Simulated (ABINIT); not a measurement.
A run of ABINIT 10.8.3 (patched build) is set up as follows.

Contents of run.abi:

```
# Pseudopotentials
pp_dirpath "./"
pseudos "Cd.upf, O.upf"

# Structure
acell 6.2789831012 6.2789831012 6.2789831012
rprim
     0.0000000000     0.7071067812     0.7071067812
     0.7071067812     0.0000000000     0.7071067812
     0.7071067812     0.7071067812     0.0000000000
ntypat 2
znucl 48 8
natom 2
typat 1 2
xred
     0.0000000000     0.0000000000     0.0000000000
     0.5000000000     0.5000000000     0.5000000000

# Plane-wave basis
ecut 1278.935154 eV

# k points
kptopt 1
ngkpt 8 8 8
nshiftk 1
shiftk 0.0 0.0 0.0

# Exchange and correlation
ixc -116133

# Bands and occupations
nband 17
occopt 3
tsmear 0.00183747

# SCF cycle
nstep 100
tolvrs 1.0e-10

# Output
iomode 3
prtwf 0
prtden 0
prteig 0
prtebands 0
```

Potentials or basis: PseudoDojo NC SR PBEsol v0.4.1 standard.

Run with:

```bash
$ abinit run.abi > log 2>&1
```

(1) Estimate the band gap on the k mesh.

(2) What does it give for the pressure?

Answers

(1) none (metal or under the smearing width).

(2) -1.4 GPa.

Caveat: this crystal is a semiconductor, whose small gap the functional closes, so the metal is an error of the method.
